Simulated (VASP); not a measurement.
# I (C2/m) in VASP: further runs

The runs below take I through single point, with r2SCAN.

Everything below comes from runs of VASP 6.6.1. Logs are shortened: lines on timing, memory, paths and dates and some standing lists are left out, and cuts for length are marked.

## 1. The crystal as given

It takes space group C2/m (No. 12, monoclinic). Conventional cell: a = 5.077 Å, b = 7.413 Å, c = 2.880 Å, α = 90.00°, β = 124.24°, γ = 90.00°. I (site symmetry 2/m) is surrounded by 2 I at 2.88 Å.

## 2. Single point, r2SCAN

Input file INCAR:

```
PREC     = Accurate       # precision mode
ENCUT    = 650            # plane-wave cutoff, eV
EDIFF    = 1E-6           # SCF threshold, eV
ISMEAR   = 0              # smearing method
SIGMA    = 0.05           # smearing width, eV
LREAL    = F              # projectors in reciprocal space
LASPH    = T              # aspherical terms in the spheres
NELM     = 100            # most SCF steps
ALGO     = Normal         # electronic algorithm
ISIF     = 2              # what is computed and relaxed
LWAVE    = F              # write WAVECAR
LCHARG   = F              # write CHGCAR
METAGGA  = R2SCAN         # meta-GGA
LMIXTAU  = T            
NBANDS   = 10             # bands
ADDGRID  = F
```

Input file KPOINTS:

```
Automatic mesh
0
Gamma
  4 4 5
```

Input file POSCAR:

```
I
1.0
    2.5383465792     -3.7066249365      0.0000000000
    2.5383465792      3.7066249365      0.0000000000
   -1.6208748370      0.0000000000      2.3810977968
I
1
Direct
    0.5000000000      0.5000000000      0.5000000000
```

Potentials or basis: VASP PAW PBE potentials, release 64 (I).

Started as:

```sh
$ cat potpaw_PBE.64/I/POTCAR > POTCAR
$ mpirun -np 1 vasp_std > vasp.out
```

OUTCAR:

```text
PREC = Accurate
   ENCUT = 650
   EDIFF = 1E-6
   ISMEAR = 0
   LREAL = F
   LASPH = T
   NELM = 100
   ISIF = 2
   METAGGA = R2SCAN

 Found     27 irreducible k-points:

 Following reciprocal coordinates:
            Coordinates               Weight
  0.000000  0.000000  0.000000      1.000000
  0.250000  0.000000  0.000000      4.000000
  0.500000  0.000000  0.000000      2.000000
  0.250000  0.250000  0.000000      2.000000
  0.500000  0.250000 -0.000000      4.000000
 -0.250000  0.250000  0.000000      2.000000
   k-points           NKPTS =     27   k-points in BZ     NKDIM =     27   number of bands    NBANDS=     10
   number of dos      NEDOS =    301   number of ions     NIONS =      1
   total plane-waves  NPLWV =  38400
   dimension x,y,z NGX =    40 NGY =   40 NGZ =   24
   dimension x,y,z NGXF=    80 NGYF=   80 NGZF=   48
   ions per type =               1
   NGX,Y,Z   is equivalent  to a cutoff of  14.80, 14.80, 13.85 a.u.
   NGXF,Y,Z  is equivalent  to a cutoff of  29.60, 29.60, 27.70 a.u.
 SYSTEM =  unknown system
   PREC   = accura    normal or accurate (medium, high low for compatibility)
   ISTART =      0    job   : 0-new  1-cont  2-samecut
   ICHARG =      2    charge: 1-file 2-atom 10-const
   ISPIN  =      1    spin polarized calculation?
   LNONCOLLINEAR =      F non collinear calculations
   LSORBIT =      F    spin-orbit coupling
   LASPH  =      T    aspherical Exc in radial PAW
   ENCUT  =  650.0 eV  47.77 Ry    6.91 a.u.   9.34  9.34  5.99*2*pi/ulx,y,z
   NELM   =    100;   NELMIN=  2; NELMDL= -5     # of ELM steps
   EDIFF  = 0.1E-05   stopping-criterion for ELM
[... 18 lines left out ...]
     AMIX     =   0.40;   BMIX     =  1.00
     AMIX_MAG =   1.60;   BMIX_MAG =  1.00
  volume/ion in A,a.u.               =      44.81       302.37
  Fermi-wavevector in a.u.,A,eV,Ry     =   0.881716  1.666201 10.577477  0.777423
  Thomas-Fermi vector in A             =   2.002249
   LORBIT       =      0    0 simple, 1 ext, 2 COOP (PROOUT), +10 PAW based schemes
   METAGGA = R2SCAN    functional components
[... 5 lines left out ...]
 non-spin polarized calculation
 Gauss-broadening in eV      SIGMA  =   0.05
  energy-cutoff  :      650.00
  volume of cell :       44.81
 maximum number of plane-waves:      1699
 NGX is ok and might be reduce to    40
   NGX = 19   NGY = 19   NGZ = 11

 number of electron       7.0000000 magnetization

 Free energy of the ion-electron system (eV)
  ---------------------------------------------------
  ext. energy  EPLUGINS =         0.00000000
  ---------------------------------------------------
  free energy    TOTEN  =       -24.07419512 eV

  energy without entropy =      -24.06804035  energy(sigma->0) =      -24.07111773

 E-fermi :   1.7852     XC(G=0):  -8.1482

 val. band max:        1.7641333168   @ k =  -0.2500   0.2500   0.2000
 cond. band min:       1.8009586875   @ k =   0.5000   0.0000   0.4000
 fundamental gap:      0.0368253707
 Fermi energy:         1.7852082433

 k-point     1 :       0.0000    0.0000    0.0000
  band No.  band energies     occupation
      1     -12.1818      2.00000
      2       0.2405      2.00000
      3       0.2552      2.00000
      4       6.1562      0.00000
      5       6.7276      0.00000
      6      10.2558      0.00000
      7      10.5716      0.00000
      8      13.2182      0.00000
      9      13.3698      0.00000
     10      18.6617      0.00000

 k-point     2 :       0.2500    0.0000    0.0000
  band No.  band energies     occupation
      1     -12.0379      2.00000
      2      -0.9377      2.00000
      3      -0.0177      2.00000
      4       6.1646      0.00000
      5       7.9245      0.00000
      6       9.9100      0.00000
      7      11.8838      0.00000
      8      13.3741      0.00000
      9      16.9074      0.00000
     10      19.0092      0.00000

 k-point     3 :       0.5000    0.0000    0.0000
  band No.  band energies     occupation
      1     -11.8836      2.00000
      2      -1.8407      2.00000
      3      -0.2517      2.00000
      4       6.1735      0.00000
      5       7.4319      0.00000
      6      12.9007      0.00000
      7      13.2683      0.00000
      8      15.2215      0.00000
      9      16.6773      0.00000
     10      17.6817      0.00000

 k-point     4 :       0.2500    0.2500    0.0000
  band No.  band energies     occupation
      1     -11.8843      2.00000
      2      -1.5681      2.00000
      3      -0.6812      2.00000
      4       6.1733      0.00000
      5       9.2190      0.00000
      6      10.0326      0.00000
      7      13.1106      0.00000
      8      15.5342      0.00000
      9      16.6342      0.00000
     10      18.9027      0.00000

 k-point     5 :       0.5000    0.2500   -0.0000
  band No.  band energies     occupation
      1     -11.8988      2.00000
      2      -1.4406      2.00000
      3      -0.7591      2.00000
      4       6.0602      0.00000
      5       9.3648      0.00000
      6      10.0728      0.00000
      7      12.7156      0.00000
      8      15.4257      0.00000
      9      16.2963      0.00000
     10      19.5276      0.00000

 k-point     6 :      -0.2500    0.2500    0.0000
  band No.  band energies     occupation
      1     -12.0513      2.00000
      2      -0.8979      2.00000
      3       0.0257      2.00000
      4       6.0519      0.00000
      5       7.8805      0.00000
      6       9.8808      0.00000
      7      12.0392      0.00000
      8      13.0572      0.00000
      9      16.5831      0.00000
     10      19.5745      0.00000

 [... further k-points ...]
[... 5 lines left out ...]
  --------------------------------------------------------------------------------------
  -------------------------------------------------------------------------------------
  Total        0.5372200     -0.1224331      1.1588066      0.0000000      0.0000000     -0.9693890
  in kB       19.2099395     -4.3779673     41.4366614      0.0000000      0.0000000    -34.6634585
  external PRESSURE =      18.7562112 kB  Pullay stress =       0.0000000 kB

 VOLUME and BASIS-vectors are now :
 -----------------------------------------------------------------------------
  energy-cutoff  :      650.00
  volume of cell :       44.81
      direct lattice vectors                 reciprocal lattice vectors
     2.538346579 -3.706624936  0.000000000     0.196978618 -0.134893605  0.134088438
     2.538346579  3.706624936  0.000000000     0.196978618  0.134893605  0.134088438
    -1.620874837  0.000000000  2.381097797     0.000000000  0.000000000  0.419974350

 POSITION                                       TOTAL-FORCE (eV/Angst)
 -----------------------------------------------------------------------------------
      1.72791      0.00000      1.19055         0.000000     -0.000000      0.000000
 -----------------------------------------------------------------------------------
    total drift:                                0.000000     -0.000000     -0.000000

  FREE ENERGIE OF THE ION-ELECTRON SYSTEM (eV)
  ---------------------------------------------------
  free  energy   TOTEN  =       -24.0741951180 eV

  energy  without entropy=      -24.0680403489  energy(sigma->0) =      -24.07111773
```

Run time: 54 s. Hardware: 1 thread of Intel Xeon Platinum 8375C at 2.90GHz (Ice Lake), shared host; peak memory 0.19 GiB.

The run converged, but some of its settings lie outside the range that counts as converged, so its numbers aren't taken as properties of the crystal.

What came out:

| Item | Value |
| --- | --- |
| Free energy | -24.0742 eV |
| Pressure | 1.9 GPa |
| Band gap on the k mesh | none (metal or under the smearing width) |

Caveat: the k mesh is coarse (spacing up to 0.53 Å⁻¹), so the values aren't converged; the PAW data sets were made with another functional, which shifts forces and pressure a little; an odd number of electrons without spin polarisation forces a metal; a magnetic or distorted state may lie lower.

## 3. Single point, r2SCAN

Changes to INCAR since step 2:

```diff
@@ -1,3 +1,3 @@
 PREC     = Accurate       # precision mode
-ENCUT    = 650            # plane-wave cutoff, eV
+ENCUT    = 400            # plane-wave cutoff, eV
 EDIFF    = 1E-6           # SCF threshold, eV
```

Input file KPOINTS:

```
Automatic mesh
0
Gamma
  5 5 7
```

POSCAR is that of step 2.

Potentials or basis: VASP PAW PBE potentials, release 64 (I).

Started as:

```sh
$ cat potpaw_PBE.64/I/POTCAR > POTCAR
$ mpirun -np 1 vasp_std > vasp.out
```

Run time: 56 s. Hardware: 1 thread of Intel Xeon Platinum 8375C at 2.90GHz (Ice Lake), shared host; peak memory 0.15 GiB.

The run converged, but some of its settings lie outside the range that counts as converged, so its numbers aren't taken as properties of the crystal.

Results:

```yaml
Free_energy: -24.5254 eV
Pressure: 0.3 GPa
Band_gap_on_the_k_mesh: none (metal or under the smearing width)
```

Caveat: the k mesh is coarse (spacing up to 0.38 Å⁻¹), so the values aren't converged; the PAW data sets were made with another functional, which shifts forces and pressure a little; an odd number of electrons without spin polarisation forces a metal; a magnetic or distorted state may lie lower.
